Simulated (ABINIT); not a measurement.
Runs of ABINIT 10.8.3 (patched build) on HfB2. Symmetry: P6/mmm, No. 191, hexagonal system. Conventional cell: a = 3.140 Å, b = 3.140 Å, c = 3.480 Å, α = 90.00°, β = 90.00°, γ = 120.00°. Around Hf (site symmetry 6/mmm) lie 12 B at 2.51 Å. B (site symmetry -6m2) is surrounded by 3 B at 1.81 Å. 

```tsv
task	level	potentials or basis	k mesh	cutoff (eV)	fine-grid cutoff	mesh quality	gap on the mesh (eV)	pressure (GPa)	V0 of scaled cells (Å³/atom)	B0 (GPa)
single point	LDA	JTH PAW LDA v2.0	4 × 4 × 3	463	925.187 eV	coarse	none	(a)	-	-
equation of state	LDA	JTH PAW LDA v2.0	10 × 10 × 8	327	653.073 eV	not flagged	-	-	9.54	277
band structure	PBE	PseudoDojo NC SR PBE v0.5 standard	10 × 10 × 8	1034	-	not flagged	none	1.7	-	-
equation of state	LDA	JTH PAW LDA v2.0	10 × 10 × 8	463	925.187 eV	not flagged	-	-	(b)	278
single point	r2SCAN	JTH PAW PBE v2.0	4 × 4 × 3	544	1088.46 eV	coarse	none	-	-	-
single point	PBEsol	JTH PAW PBE v2.0	6 × 6 × 5	463	925.187 eV	coarse	none	-	-	-
band structure	PBEsol	PseudoDojo NC SR PBEsol v0.4.1 standard	10 × 10 × 8	1034	-	not flagged	none	-3.6	-	-
band structure	RPBE	JTH PAW PBE v2.0	10 × 10 × 8	463	925.187 eV	not flagged	none	-	-	-
```

Alike in all rows: no spin polarisation; cell as given; smearing fermi-dirac 0.05 eV.

Problem. Fill in the values left out.

Solution. (a) -10.3; (b) 9.53.

Caveats: some runs use coarse meshes; the PAW data sets were made with another functional, which shifts forces and pressure a little (some runs); pressures at fixed basis lie under the slope of the energies (some runs); the cell was scaled at fixed shape and fractional positions, which overstates the stiffness of a crystal with free parameters, most of all of layers and chains (some runs).

A k mesh can miss the band edges, and the runs leave out spin-orbit coupling on Hf.

A gap of «none» marks a metal or a gap under the smearing width.

Not every run made on this cell is shown here.
